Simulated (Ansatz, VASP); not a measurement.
# HfB: VASP beside Ansatz

```
Hf B
1.0
     0.00000    2.41688    2.41688
     2.41688    0.00000    2.41688
     2.41688    2.41688    0.00000
Hf B
1 1
Cartesian
  2.4193 2.4169 2.4169
  -0.0393 0.0000 0.0000
```

Change from the starting cell: mode 4 frozen in at -0.039 Å and mode 6 at +0.000 Å (largest displacements).

Alike in both runs: task single point; functional PBE; k mesh 16 × 16 × 16; occupations gaussian, width 0.15 eV; no spin polarisation.

|  | VASP | Ansatz |
| --- | --- | --- |
| version | VASP 6.6.1 | Ansatz 0.2.0 |
| potentials or method | VASP PAW PBE potentials, release 64 (Hf_pv, B) | scalar-relativistic, plane waves, PAW |
| plane-wave cutoff (eV) | 520 | 520 |
| valence electrons in the cell | 13 | 29 |

```csv
,VASP,Ansatz,Ansatz less VASP
gap on the k mesh at the Fermi level (eV),none,none,-
pressure (GPa),0.2,0.1,-0.12
largest component of the traceless stress (GPa),0.25,0.25,-0.003
rms of the force components (eV/Å),0.186,0.186,+0.0004
```

Atom by atom the forces differ by 0.000 eV/Å (rms over components). A gap of «none» marks a metal or a gap that the smearing closes. The two sets of potentials don't hold the same shells in valence.

Spin-orbit coupling is left out, which matters for the levels of Hf.
